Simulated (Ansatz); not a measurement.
Zn, one cell by several methods

```
CELL_PARAMETERS angstrom
2.63815 0.00000 0.00000
-1.31908 2.28470 0.00000
0.00000 0.00000 4.94670
ATOMIC_POSITIONS crystal
Zn 0.33333 0.66667 0.25000
Zn 0.66667 0.33333 0.75000
```

Atoms are numbered in the order listed.

The cell is COD entry 9008522, as deposited and not checked against the literature; nothing was relaxed. The listed cell was then made from it by scaling, straining or moving an atom.

All numbers are computed: DFT, PBE, PAW with Ansatz's default frozen-core files, scalar-relativistic (Ansatz 0.2.0); DFT, PBE, all-electron LAPW, scalar-relativistic (Ansatz 0.2.0).

For PAW: a Γ-centred 18×18×8 k mesh, Fermi–Dirac smearing of 0.03 eV, cutoff 420 eV, no spin polarisation. LAPW targets a basis error of 0.25 meV/atom. The Ansatz runs share mesh, smearing and spin set-up. Plane-wave (PAW) pressures include the program's estimate of the Pulay term.

Stress and pressure are positive in compression.

The change that made this cell: equal xx and yy strain of -1 %.

PAW results:

```json
{"quantity": "pressure (GPa)", "PAW": "1.35"}
{"quantity": "stress xx (GPa)", "PAW": "1.11"}
{"quantity": "stress zz (GPa)", "PAW": "1.83"}
```

Problem. What does all-electron LAPW give for the same quantities?

Solution. 
| quantity | LAPW |
| --- | --- |
| pressure (GPa) | 1.36 |
| stress xx (GPa) | 1.14 |
| stress zz (GPa) | 1.81 |
